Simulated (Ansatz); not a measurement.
# Relaxing In2P

Computed with DFT PBE, scalar-relativistic, plane waves, PAW (Ansatz). Cutoff 420 eV, Γ-centred k mesh, Gaussian smearing, no spin polarisation in the final step.

The start puts In2P on the sites of a reported Li2Pt cell (P6/mmm, No. 191), with P in place of Pt, In in place of Li, at a guessed volume.

```xyz
3
Lattice="4.9408 0.0000 0.0000 -2.4704 4.2789 0.0000 0.0000 0.0000 3.1408" Properties=species:S:1:pos:R:3 pbc="T T T"
In    0.0000    2.8526    1.5704
In    2.4704    1.4263    1.5704
P     0.0000    0.0000    0.0000
```

Cell and atoms relax at zero pressure; the relaxation can't lower the symmetry of the start. After a coarse first stage the cell is made exact in the group found at 0.06 Å.

The zero of energy is the elements' standard structures at the same level; no fitted shifts are applied.

Problem. What does it relax into?

Solution. It keeps P6/mmm (No. 191). Conventional cell: a = 5.228 Å, c = 3.034 Å. In is coordinated by 5 In at 3.02–3.03 Å and 6 P at 3.38 Å; P is coordinated by 2 P at 3.03 Å and 12 In at 3.38 Å.

```cif
data_structure
_symmetry_space_group_name_H-M 'P6/mmm'
_symmetry_Int_Tables_number 191
_cell_length_a 5.2279
_cell_length_b 5.2279
_cell_length_c 3.0341
_cell_angle_alpha 90.000
_cell_angle_beta 90.000
_cell_angle_gamma 120.000
_cell_volume 71.82
loop_
_atom_site_label
_atom_site_type_symbol
_atom_site_symmetry_multiplicity
_atom_site_Wyckoff_symbol
_atom_site_fract_x
_atom_site_fract_y
_atom_site_fract_z
_atom_site_occupancy
In1 In 2 d 0.33333 0.66667 0.50000 1
P1 P 1 a 0.00000 0.00000 0.00000 1
```

Problem. What are its volume, energy, density and gap?

Solution. The volume per atom is 23.94 Å³. The density is 6.03 g/cm³ and the energy over the elements is 0.40 eV/atom. The gap on the 12×12×16 mesh is 0 eV (a metal).

The final run used a 12×12×16 mesh on its 3-atom cell and 0.10 eV smearing. The k mesh leaves about 4 meV/atom of noise in metals. Symmetry constrained the relaxation, so the result can be a saddle point.

Cost: 3 runs of about 1.3 core-minutes in all, on Intel Xeon 6975P-C (Granite Rapids) (shared hosts).